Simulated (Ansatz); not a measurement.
# ZnSe (Stilleite): the HSE06 gap against the k mesh of the hybrid

How far can the k mesh of the hybrid be lowered for the gap of ZnSe (Stilleite)?

Program: Ansatz 0.2.0. Level of theory: DFT, HSE06, plane waves, PAW. Results are calculated unless marked as measured.

## 1. The structure

The structure is cubic, space group F-43m (No. 216). Conventional cell: a = 5.668 Å, b = 5.668 Å, c = 5.668 Å, α = 90.00°, β = 90.00°, γ = 90.00°. Zn has 4 Se at 2.45 Å nearest. Nearest to Se lie 4 Zn at 2.45 Å. Farther neighbours and most contacts between anions are not listed.

The cell and positions come from the Crystallography Open Database and are kept as given unless a step says otherwise. The default PAW set here is soft_2. Its files were made with PBE.

## 2. k mesh of the hybrid: 2×2×2

Input file input.yaml:

```yaml
crystal:
  lattice:
    - [0.0, 2.8338, 2.8338]
    - [2.8338, 0.0, 2.8338]
    - [2.8338, 2.8338, 0.0]
  atoms:
    - { symbol: Zn, position: [0.0, 0.0, 0.0] }
    - { symbol: Se, position: [0.25, 0.25, 0.25] }
kpoints:
  mp_grid: { grid: [2, 2, 2] }
  band_path:
    path:
      - [0.0, 0.0, 0.0]
      - [-0.5, -0.5, 0.0]
      - [-0.375, -0.375, 0.25]
      - [-0.375, 0.0, 0.375]
      - [0.0, 0.0, 0.5]
      - [-0.5, -0.25, 0.25]
    npoints: 1
hamiltonian:
  xc: hse06
scf:
  occupations: { method: fixed }
  n_extra_bands: 4
output:
  eigenvalues: true
  write_density: true
  write_potential: true
  elf: true
  volumetric_format: npy
```

On the command line:

```
ansatz run input.yaml --threads 3 --pin off --max-ram 92160MiB --backend cuda --events-out ev --progress --plain --runs-dir out --devices 1 --max-vram 13GiB  # rebuilt from the run's record
```

Numbers of over 12 decimals in the logs are rounded to 6 here.

The log of the run:

```text
scf.n_extra_bands = 4 over 14 filled bands (N_el = 28.0): the run solves 18 bands
exact exchange: scf.exx.singularity resolves to wigner_seitz, which cuts the screened interaction at the faces of the exchange supercell's Wigner-Seitz cell, so that each pair interacts once, at the shortest of its separations (the periodic images that this leaves out come, for a point-like exchange hole, to about 0.101 eV on a filled level). The cut falls within the interaction's reach, and what an exchange supercel [...]
GPUs: using 1 of 1 available (devices: 1).
Engine: ansatz 0.2.0, x86_64-unknown-linux-gnu
Pseudopotentials: kind: paw
Pseudopotential: Zn, paw, valence charge 12, recommended cutoff 420 eV (normal), Zn.paw.azcp
Pseudopotential: Se, paw, valence charge 16, recommended cutoff 420 eV (normal), Se.paw.azcp
Functional definition: HSE06
  parameter a = 0.25
  parameter omega = 0.11/bohr
  exchange = pbe_x - a*pbe_x_sr(omega) + a*exact_x_sr(omega)
  correlation = pbe_c
davidson cushion auto → on  (no smearing: the cushion is to keep the highest requested band from converging to the state above it; pin scf.eigensolver.cushion to override)
device memory: the entry about to start is reckoned to put 0.8 GiB on a device that reports 33.6 GiB free (of which the cap on the GPU budget leaves the run 13.0 GiB)
GPU FFT provider: cuFFT
GPU libraries: cuBLAS 13.8.2, cuFFT 12.4.0, cuSOLVER 12.3.4
Crystal: 2 atoms, lattice volume = 45.513 Å³
Basis set: ecut = 420 eV, 893 PW (Γ)
Bands: 18, of which v1, the nominal top of the filled ones, is band 14 counted from 1 (13 counted from 0)
Symmetry: 24 space group operations
Space group: F-43m (ITA 216), of the structure as read, at distance tolerance 3.6e-5 Å
k-points: 3 of 8
Non-local potential: Zn, projectors of the file, l = 0: 2, l = 1: 2, l = 2: 3, l = 3: 1
Non-local potential: Se, projectors of the file, l = 0: 2, l = 1: 2, l = 2: 3, l = 3: 1
PAW form: soft (Blöchl's): semilocal exchange-correlation on the pseudo side does not see the compensation charge
PAW frozen core: Zn, regenerated for the run's functional, and the local potential with it (the file was generated under x = pbe(κ = 0.804, μ = 0.219515), c = pbe(β = 0.066725))
PAW frozen core: Se, regenerated for the run's functional, and the local potential with it (the file was generated under x = pbe(κ = 0.804, μ = 0.219515), c = pbe(β = 0.066725))
PAW one-centre angular grid: Zn, 590 points (default); XC on 64 Gauss nodes
PAW one-centre angular grid: Se, 590 points (default); XC on 64 Gauss nodes
Initial density: superposition of atomic densities (neutral atoms: chi_scale 0, normalization atom), corrected by the library's trained network
Initial wavefunctions: pseudopotential atomic-orbital guess
GPU buffer pool allocated for 19683 grid points (all kernels)
GPU transforms: local potential and band sums: pruned to the plane-wave sphere, on 25×27×27
Functional: x = pbe(κ = 0.804, μ = 0.219515), c = pbe(β = 0.066725), warm-up for x = pbe(κ = 0.804, μ = 0.219515) + 0.25 (exact − pbe) at short range (hse, ω = 0.207870 Å⁻¹), c = pbe(β = 0.066725); HSE06 as pw.x's `hse` composes it (authors' and Libxc's form: `xc: wpbeh`)
SCF iter   1: F=—  HF=-8788.097954 eV  |F-HF|=—  |Δ(HF+E_count)|=         —  Δρ=1.35e-2  dr2=1.36e-1  ethr=1.77e-3  ⟨swp⟩=8.0  Hψ=245  notcnv=0
preconditioner: auto → none  [insulator: Δε(μ)=1.287 eV  Ē_g=11.903 eV  n_scr=14 (ndim 8)  ℏωp=23.4 eV  f_vac=0.121]
iter 2 solved again at ethr=2.30e-5 eV; its pass at ethr=4.86e-4 eV (dr2=6.43e-3 eV) is discarded
SCF iter   2: F=—  HF=-8788.059251 eV  |F-HF|=—  |Δ(HF+E_count)|=   3.87e-2  Δρ=4.37e-3  dr2=6.55e-3  ethr=2.30e-5  ⟨swp⟩=2.7  Hψ=262  notcnv=0
SCF iter   3: F=—  HF=-8788.059953 eV  |F-HF|=—  |Δ(HF+E_count)|=   7.03e-4  Δρ=1.83e-3  dr2=1.41e-3  ethr=2.30e-5  ⟨swp⟩=3.3  Hψ=158  notcnv=0
SCF iter   4: F=—  HF=-8788.060356 eV  |F-HF|=—  |Δ(HF+E_count)|=   4.03e-4  Δρ=1.31e-3  dr2=4.95e-4  ethr=5.05e-6  ⟨swp⟩=4.0  Hψ=173  notcnv=0
[...]
preconditioner: auto → none  [insulator: Δε(μ)=2.557 eV  Ē_g=14.550 eV  n_scr=14 (ndim 8)  ℏωp=23.4 eV  f_vac=0.158]
SCF iter   2: F=—  HF=-8789.804625 eV  |F-HF|=—  |Δ(HF+E_count)|=   3.06e-2  Δρ=2.82e-3  dr2=4.95e-3  ethr=4.05e-7  ⟨swp⟩=5.0  Hψ=250  notcnv=0
SCF iter   3: F=—  HF=-8789.809294 eV  |F-HF|=—  |Δ(HF+E_count)|=   4.67e-3  Δρ=4.31e-3  dr2=3.83e-3  ethr=4.05e-7  ⟨swp⟩=4.7  Hψ=228  notcnv=0
SCF iter   4: F=—  HF=-8789.808927 eV  |F-HF|=—  |Δ(HF+E_count)|=   3.67e-4  Δρ=1.73e-3  dr2=8.83e-4  ethr=4.05e-7  ⟨swp⟩=4.0  Hψ=189  notcnv=0
SCF iter   5: F=—  HF=-8789.808907 eV  |F-HF|=—  |Δ(HF+E_count)|=   1.93e-5  Δρ=9.82e-5  dr2=6.63e-5  ethr=4.05e-7  ⟨swp⟩=3.7  Hψ=149  notcnv=0
SCF iter   6: F=—  HF=-8789.809897 eV  |F-HF|=—  |Δ(HF+E_count)|=   9.90e-4  Δρ=7.73e-4  dr2=1.35e-4  ethr=2.56e-8  ⟨swp⟩=4.7  Hψ=209  notcnv=0
SCF iter   7: F=-8789.809816 eV  HF=-8789.809816 eV  |F-HF|=7.48e-8  |Δ(HF+E_count)|=   8.10e-5  Δρ=1.68e-5  dr2=5.21e-7  ethr=2.56e-8  ⟨swp⟩=4.0  Hψ=192  notcnv=0
SCF 2 stopped early in 7 iterations: F = -8789.809816 eV  dr2 = 5.21e-7
hybrid outer 1: dexx = +1.124e-2 eV, tail = 7.16e-5 eV
GPU FFT provider: cuFFT
GPU libraries: cuBLAS 13.8.2, cuFFT 12.4.0, cuSOLVER 12.3.4
GPU buffer pool allocated for 19683 grid points (all kernels)
GPU transforms: local potential and band sums: pruned to the plane-wave sphere, on 25×27×27
Exchange kernel: α = 0.2500, screened, ω = 0.2079 Å⁻¹, Wigner–Seitz truncation, v(0) = 716.6669 eV·Å³, q-mesh 2×2×2, nearest image of the exchange supercell L = 8.02 Å, pair-density grid 15×15×15, without the augmentation charges, whose exchange is taken in its separable form by FFT convolution over the k-point mesh (sized by the pseudopotential files, 24×24×24 at the most), smooth part of the exact exchange by density-matrix convolution in up to 223.4 MiB of GPU memory as planned if the GPU has room (build and FFT work areas not counted)
Frozen-core exchange: fock
SCF iter   1: F=—  HF=-8789.809362 eV  |F-HF|=—  |Δ(HF+E_count)|=         —  Δρ=7.51e-5  dr2=2.64e-6  ethr=1.28e-6  ⟨swp⟩=2.7  Hψ=122  notcnv=0
preconditioner: auto → none  [insulator: Δε(μ)=2.585 eV  Ē_g=14.272 eV  n_scr=14 (ndim 8)  ℏωp=23.4 eV  f_vac=0.160]
iter 2 solved again at ethr=7.05e-10 eV; its pass at ethr=7.86e-9 eV (dr2=1.97e-7 eV) is discarded
SCF iter   2: F=—  HF=-8789.809363 eV  |F-HF|=—  |Δ(HF+E_count)|=   1.17e-6  Δρ=2.93e-5  dr2=3.45e-7  ethr=7.05e-10  ⟨swp⟩=2.0  Hψ=329  notcnv=0
SCF iter   3: F=—  HF=-8789.809364 eV  |F-HF|=—  |Δ(HF+E_count)|=   8.13e-7  Δρ=1.89e-5  dr2=1.35e-7  ethr=7.05e-10  ⟨swp⟩=4.0  Hψ=166  notcnv=0
SCF iter   4: F=-8789.809364 eV  HF=-8789.809364 eV  |F-HF|=2.98e-9  |Δ(HF+E_count)|=   3.34e-8  Δρ=2.97e-6  dr2=4.08e-9  ethr=4.13e-10  ⟨swp⟩=3.0  Hψ=136  notcnv=0
SCF 3 converged in 4 iterations: F = -8789.809364 eV  dr2 = 4.08e-9
hybrid outer 2: dexx = +9.615e-7 eV, tail = 5.60e-8 eV, Δε = 3.93e-3 eV (about 1.72e-4 eV left of the loop's levels)
device memory: the entry about to start is reckoned to put 0.3 GiB on a device that reports 34.5 GiB free (of which the cap on the GPU budget leaves the run 13.0 GiB)
NSCF: frozen V_eff on 6 k-points
hybrid SCF converged: 2 outer / 11 inner (+5 warm-up), last move |dexx| = 9.61e-7 eV, tail = 5.60e-8 eV
Stability not checked: this state was not tested for a lower state beside it, because the functional holds exact exchange (a hybrid, or Hartree-Fock), whose exchange loop this test does not read (fock_operator; see scf.lower_state_search)
Free energy (F): -8789.809364 eV
Frozen-core exchange: fock
Harris-Foulkes:  -8789.809364 eV  (|F-HF|=2.98e-9)
Internal energy: -8789.809364 eV  (E = F + TS)
E sigma→0 (E₀):  -8789.809364 eV
Fermi energy:    6.319124 eV
--- Per-component energies (eV) ---
  E_band       = -444.793120
  E_kinetic    = 252.900959
  E_local      = -4412.296943  (includes V_loc(G=0)·N_el)
  E_nonlocal   = 22.579733
  E_hartree    = 2053.970766
  E_xc         = -192.750859
  E_vxc        = -120.628965  (∫ρ·V_xc dr)
  E_exx        = -110.498058  (= α·E_x^exact, valence–valence)
  E_paw        = -3682.340907  (= ΣΔE_a)
  E_vpaw       = -74.293978  (= ΣTr[D̂ρ^β])
  E_aug_tail   = -0.000896  (compensation charges beyond the density's cutoff)
  E_ewald      = -2720.942845
  E_core_change = -0.430313  (= ΣΔE_core)
  E_smearing   = -0.000000  (= −TS)
  E_closure    = -0.000000  (closes the sum)
  Σ components = -8789.809364   (vs F -8789.809364, Δ=0.00e0)
--- Band table (eV) ---
  k-point 0: bands = [... 10 lower, -1.8593, 6.3191, 6.3191, 6.3191, 8.9044, 13.2110, 13.2110, 13.2110]
  k-point 1: bands = [... 10 lower, -1.6664, 0.8654, 5.4144, 5.4144, 10.0416, 13.7638, 13.7638, 16.0883]
  k-point 2: bands = [... 10 lower, -1.6097, 1.2141, 4.0378, 4.0378, 10.1885, 10.8522, 18.6147, 19.1076]
```

Run time: 7 s. Hardware: 1 × NVIDIA H100 80GB HBM3 (shared by 6 runs) with 3 threads of AMD EPYC 7R13 (Zen 3), shared host; peak memory 1 GiB.

Numbers from this step:

| Item | Value |
| --- | --- |
| gap | 2.585 eV |
| valence top at | Γ |
| conduction bottom at | Γ |
| least direct gap | 2.585 eV |
| exact-exchange fraction | 0.25 |

The gap is direct, at Γ.

## 3. k mesh of the hybrid: 4×4×4

input.yaml, as its differences from that of step 2:

```diff
@@ -9,3 +9,3 @@
 kpoints:
-  mp_grid: { grid: [2, 2, 2] }
+  mp_grid: { grid: [4, 4, 4] }
   band_path:
@@ -26,5 +26 @@
   eigenvalues: true
-  write_density: true
-  write_potential: true
-  elf: true
-  volumetric_format: npy
```

The log of the run:

```text
[...]
GPUs: using 1 of 1 available (devices: 1).
[...]
GPU FFT provider: cuFFT
GPU libraries: cuBLAS 13.8.2, cuFFT 12.4.0, cuSOLVER 12.3.4
Crystal: 2 atoms, lattice volume = 45.513 Å³
Basis set: ecut = 420 eV, 893 PW (Γ)
Bands: 18, of which v1, the nominal top of the filled ones, is band 14 counted from 1 (13 counted from 0)
[... 1 set-up line as in the run before ...]
[...]
k-points: 8 of 64 (time reversal used)
[...]
E sigma→0 (E₀):  -8791.126015 eV
Fermi energy:    6.145592 eV
[...]
--- Band table (eV; the first three rows and the last of 8) ---
  k-point 0: bands = [... 10 lower, -1.7879, 6.1456, 6.1456, 6.1456, 8.5827, 13.0943, 13.0943, 13.0943]
  k-point 1: bands = [... 10 lower, -1.7884, 2.9221, 5.6476, 5.6476, 10.0371, 13.7527, 13.7527, 13.8883]
  k-point 2: bands = [... 10 lower, -1.6023, 0.6161, 5.2337, 5.2337, 9.8066, 13.6405, 13.6405, 15.8767]
  k-point 7: bands = [... 10 lower, -1.4462, 1.2306, 3.1513, 3.3737, 12.5754, 13.0396, 14.3504, 14.9124]
[key lines of the parts left out:]
Free energy (F): -8791.126015 eV
```

The job ended after 12 s (1 × NVIDIA H100 80GB HBM3 (shared by 6 runs) with 3 threads; peak memory 1 GiB; 17 s of CPU time).

This step gave:

```
gap                  : 2.437 eV
valence top at       : Γ
conduction bottom at : Γ
least direct gap     : 2.437 eV
```

The gap is 2.437 eV, −0.148 eV from the run before at this level.

## 4. k mesh of the hybrid: 6×6×6

input.yaml, as its differences from that of step 3:

```diff
@@ -9,3 +9,3 @@
 kpoints:
-  mp_grid: { grid: [4, 4, 4] }
+  mp_grid: { grid: [6, 6, 6] }
   band_path:
```

The log of the run:

```text
[...]
GPUs: using 1 of 1 available (devices: 1).
[...]
GPU FFT provider: cuFFT
GPU libraries: cuBLAS 13.8.2, cuFFT 12.4.0, cuSOLVER 12.3.4
Crystal: 2 atoms, lattice volume = 45.513 Å³
Basis set: ecut = 420 eV, 893 PW (Γ)
Bands: 18, of which v1, the nominal top of the filled ones, is band 14 counted from 1 (13 counted from 0)
[... 1 set-up line as in the run before ...]
[...]
k-points: 16 of 216 (time reversal used)
[...]
E sigma→0 (E₀):  -8791.175919 eV
Fermi energy:    6.135162 eV
[...]
--- Band table (eV; the first three rows and the last of 16) ---
  k-point 0: bands = [... 10 lower, -1.7848, 6.1352, 6.1352, 6.1352, 8.5506, 13.0848, 13.0848, 13.0848]
  k-point 1: bands = [... 10 lower, -1.7865, 4.1888, 5.8715, 5.8715, 9.7932, 13.1360, 13.5133, 13.5133]
  k-point 2: bands = [... 10 lower, -1.7806, 1.7709, 5.4203, 5.4203, 9.9386, 13.7605, 13.7605, 14.9229]
  k-point 15: bands = [... 10 lower, -1.4693, 1.1512, 3.3060, 3.4646, 11.5359, 12.1203, 15.6809, 15.9714]
[key lines of the parts left out:]
Free energy (F): -8791.175919 eV
```

Elapsed: 13 s, on 1 × NVIDIA H100 80GB HBM3 (shared by 6 runs) with 3 threads; peak memory 1.2 GiB; 22 s of CPU time.

This step gave:

| Property | Result |
| --- | --- |
| gap | 2.415 eV |
| valence top at | Γ |
| conduction bottom at | Γ |
| least direct gap | 2.415 eV |

The gap is 2.415 eV, −0.022 eV from the run before at this level.

## 5. The series

Differences are against the last row; a negative gap means that bands overlap, and a run with a band path holds that path's time. Times are wall times on 1 × NVIDIA H100 80GB HBM3 (shared by 6 runs) with 3 threads of AMD EPYC 7R13 (Zen 3), shared host, good to a factor of about two.

```
k mesh of the hybrid  gap (eV)  direct gap (eV)  gap error (eV)  energy error (meV/atom)  irreducible k  time
               2×2×2     2.585            2.585          +0.170                   +683.3              3   7 s
               4×4×4     2.437            2.437          +0.022                    +25.0              8  12 s
               6×6×6     2.415            2.415          +0.000                     +0.0             16  13 s
```

## 6. What came out

```yaml
2x2x2: 2.585 eV
4x4x4: 2.437 eV
6x6x6: 2.415 eV
```

The gap holds to 0.02 eV from 6×6×6 on, the last run itself, so the series does not show convergence. At 2×2×2 the gap is off by +0.170 eV and the energy by +683 meV/atom. The gap is read over the mesh and added points near the edges, so meshes differ mainly through the density and, for a hybrid, the exchange operator.

[Paths, hosts, dates, memory and timing lines, banners, echoed tables and standing remarks are left out of the program output.]

[Logs are printed without paths, hosts, clocks, repeated set-up lines and the standing remarks that a program may print on its own settings, such as how far it seeks lower states.]

[Runs of the session that timed out or met a known fault of the program may be left out.]

[Cells called generated may have been cut or substituted from an entry of the Crystallography Open Database or the Materials Project.]

[Hosts, paths, dates, database ids (printed as entryN), source tags and the programs' standing remarks are cut or masked in the printed files.]
